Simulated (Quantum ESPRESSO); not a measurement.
## BaZrO3 in Quantum ESPRESSO: the effect of target pressure

The system is BaZrO3.

```
Ba Zr O
1.0
     4.19134    0.00000    0.00000
     0.00000    4.19134    0.00000
     0.00000    0.00000    4.19134
Ba Zr O
1 1 3
Cartesian
  0.0000 0.0000 0.0000
  2.0957 2.0957 2.0957
  2.0957 2.0957 0.0000
  2.0957 0.0000 2.0957
  0.0000 2.0957 2.0957
```

Alike in all runs:

* Program: Quantum ESPRESSO 7.5
* Task: phonons
* Functional: PBE
* Potentials or basis: PseudoDojo 0.4.1 SR PBE standard
* Cutoff: 1143 eV
* Density cutoff: 4572 eV
* k mesh: 4 × 4 × 4, shifted
* Occupations: fermi-dirac, width 0.05 eV
* Spin: no spin polarisation

Each run relaxes the cell or the atoms first.

```csv
target pressure,relaxed volume (Å³/atom),highest phonon frequency (cm⁻¹)
0 GPa,15.12,473
2 GPa,?,?
5 GPa,14.65,511
10 GPa,14.26,547
15 GPa,13.91,581
```

Task: What does the run with target pressure 2 GPa give?

Result: Relaxed volume 14.92 Å³/atom; highest phonon frequency 488 cm⁻¹.

Worked out: In Murnaghan's law V^(-B') rises as a straight line in P. The other rows fit best with B' = 4.4, V0 = 15.12 Å³/atom and B0 = 149 GPa, which gives 14.92 Å³/atom at 2 GPa, against the run's 14.92. A straight line through the other rows of the highest phonon frequency, of slope 7.2 cm⁻¹ per GPa, gives 488 cm⁻¹, against the run's 488.

Caveats: this release of the barium file is off; the cell is more than 3 GPa from zero pressure, which shifts response properties (some runs).
